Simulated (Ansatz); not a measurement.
Hf:

```
Hf
1.0
    -1.80500    1.80500    1.80500
     1.80500   -1.80500    1.80500
     1.80500    1.80500   -1.80500
Hf
1
Direct
  0.00000 0.00000 0.00000
```

This isn't the form of Hf at room conditions, which is hcp.

Base run:

```yaml
Program: Ansatz 0.2.0
Functional: LDA
Potentials_or_basis: all-electron LAPW, scalar-relativistic
Cutoff: 214 eV (chosen from the basis error)
Basis_error_allowed: 0.001 eV/atom
k_mesh: 10 × 10 × 10
Occupations: fermi-dirac, width 0.05 eV
Spin: no spin polarisation
```

Its results: pressure -12.6 GPa.

**Question.** The run is repeated on the same cell with these changes: functional from LDA to PBEsol. What comes out?

**Answer.** Pressure -9.0 GPa.

PBEsol binds less tightly than LDA, so the same cell stands under more pressure.
